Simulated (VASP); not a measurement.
Input of a VASP 6.6.1 run:

The input INCAR:

```
PREC = Accurate
ENCUT = 600
EDIFF = 1E-6
ISMEAR = 0
SIGMA = 0.03
LREAL = F
LASPH = T
NELM = 80
ALGO = Normal
ISIF = 3
LWAVE = F
LCHARG = F
METAGGA = R2SCAN
LMIXTAU = T
IBRION = 2
NSW = 90
EDIFFG = -0.01
```

Contents of KPOINTS:

```
Automatic mesh
0
Gamma
  14 14 14
```

Contents of POSCAR:

```
C
1.0
    0.0000000000      1.7833700000      1.7833700000
    1.7833700000      0.0000000000      1.7833700000
    1.7833700000      1.7833700000      0.0000000000
C
2
Direct
    0.0000000000      0.0000000000      0.0000000000
    0.2500000000      0.2500000000      0.2500000000
```

Potentials or basis: VASP PAW PBE potentials, release 64 (C).

Launch:

```console
$ cat potpaw_PBE.64/C/POTCAR > POTCAR
$ mpirun -np 1 vasp_std > vasp.out
```

Question: Predict the relaxed volume.

Answer: 5.65 Å³/atom.

Question: Predict the space group after relaxing (to 0.05 Å).

Answer: Fd-3m (No. 227).

Question: What does it give for the relaxed cell?

Answer: a = 2.518 Å, b = 2.518 Å, c = 2.518 Å, α = 60.00°, β = 60.00°, γ = 60.00°.

Question: What does it give for the band gap on the k mesh?

Answer: 4.33 eV, indirect (least direct gap 5.85 eV).

Final structure:
```
CELL_PARAMETERS angstrom
0.00000 1.78057 1.78057
1.78057 0.00000 1.78057
1.78057 1.78057 0.00000
ATOMIC_POSITIONS crystal
C 0.00000 0.00000 0.00000
C 0.25000 0.25000 0.25000
```

Caveat: the PAW data sets were made with another functional, which shifts forces and pressure a little. r2SCAN opens gaps a little over a GGA but as a rule still falls short of measured ones.
